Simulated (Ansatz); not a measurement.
**WSe2: from supercell energies to defect levels (Se vacancy)**

The calculation used DFT PBE+D3(BJ), scalar-relativistic, plane waves, PAW (Ansatz). (420 eV cutoff, 2×2×2 k-mesh, Gaussian smearing of 0.01 eV, collinear spin in charge +1 alone)

Host crystal, relaxed:

```
W Se
1.0
     3.27904    0.00000    0.00000
    -1.63952    2.83973    0.00000
     0.00000    0.00000   12.79282
W Se
2 4
Direct
  0.66667 0.33333 0.25002
  0.33333 0.66667 0.74998
  0.33333 0.66667 0.38168
  0.66667 0.33333 0.88164
  0.33333 0.66667 0.11836
  0.66667 0.33333 0.61832
```

The Se vacancy was set at (0.333, 0.667, 0.382) of the host cell, in a supercell of 42 sites (834 Å³), relaxed at fixed cell in each charge q. The host's Kohn–Sham gap is 0.87 eV and its static dielectric constant 13.2 (mean). For each charge: the supercell's free energy over the neutral one with q electrons exchanged at the valence band top, F(q) − F(0) + qE_v; the image-charge term; and the term that aligns the potential far from the defect with the host's.

Spin-orbit coupling is left out, which matters for the bands and energies of heavy elements.

```json
{"q": "+2", "F(q) − F(0) + qE_v (eV)": "1.514", "image charge (eV)": "0.509", "alignment (eV)": "-1.081"}
{"q": "+1", "F(q) − F(0) + qE_v (eV)": "0.602", "image charge (eV)": "0.127", "alignment (eV)": "-0.358"}
{"q": "0", "F(q) − F(0) + qE_v (eV)": "0.000", "image charge (eV)": "0.000", "alignment (eV)": "-0.002"}
```

**Question.** Add the terms and find the levels between neighbouring charges, ε(q/q′) = [A(q′) − A(q)]/(q − q′), with and without the two corrections.

**Answer.** A(q): 0.942 eV for +2, 0.372 eV for +1, -0.002 eV for 0.
```json
{"level": "(+2/+1)", "corrected (eV over E_v)": "-0.57", "uncorrected (eV)": "-0.91"}
{"level": "(+1/0)", "corrected (eV over E_v)": "-0.37", "uncorrected (eV)": "-0.60"}
```

As a check, a point charge in a simple cubic cell of this volume has q²αe²/(2εL) = 0.164 q² eV (e² = 14.40 eV Å, α = 2.837, L = 9.41 Å); the shape of the real cell and the anisotropy of ε can change it somewhat. The term grows as q², so it pushes donor levels down and acceptor levels up. The program doubts the alignment for q = +2, so levels beside it are uncertain by about that term.

**Question.** Which of these charges is lowest with the Fermi level at the valence band top, at mid-gap and at the conduction band bottom?

**Answer.** The line A(q) + qE_F that lies lowest gives the charge: 0 at E_F = 0.00 eV, 0 at E_F = 0.44 eV, 0 at E_F = 0.87 eV. (+2/+1) and (+1/0) fall outside this Kohn–Sham gap, so the change of charge isn't reached within it; the real gap is usually wider and may hold a localised level, while a level that comes from a carrier in the host's bands only marks the band edge and moves with it. In charge +2, +1 the cell has partly filled levels, from a carrier spread over the host's bands, a defect level that the small cell broadens into a band, or a degenerate defect level that the symmetric start can't split, so the levels beside it are doubtful. In charge +2 the extra carrier sits in the host's bands, sampled away from their edge; a term of -0.94 eV would put the level beside it at that edge (it also undoes corrections that don't apply to a spread carrier) and isn't included above. In charge +1 the extra carrier sits in the host's bands, sampled away from their edge; a term of -0.37 eV would put the level beside it at that edge (it also undoes corrections that don't apply to a spread carrier) and isn't included above. Charges beyond those computed could lie lower near the band edges.

**Question.** The neutral defect forms at 3.04 eV with atoms taken from and returned to the elements. What are the formation energies at those three Fermi levels, and what share of sites would hold the defect at 1200 K with E_F at mid-gap, if the host still stood at that temperature?

**Answer.** E_f = E_f(0) + A(q) + qE_F = 3.03, 3.03, 3.03 eV. In the dilute limit the share is exp(−E_f/k_BT) = exp(−3.034/0.1034) = 1.8×10⁻¹³, leaving out degeneracy and vibrational entropy. This is the Se-rich limit; a poorer supply of Se lowers E_f, in a binary host by up to its heat of formation per Se atom. The small cell and the narrow Kohn–Sham gap leave errors of tenths of an eV or more, which change the share by orders of magnitude.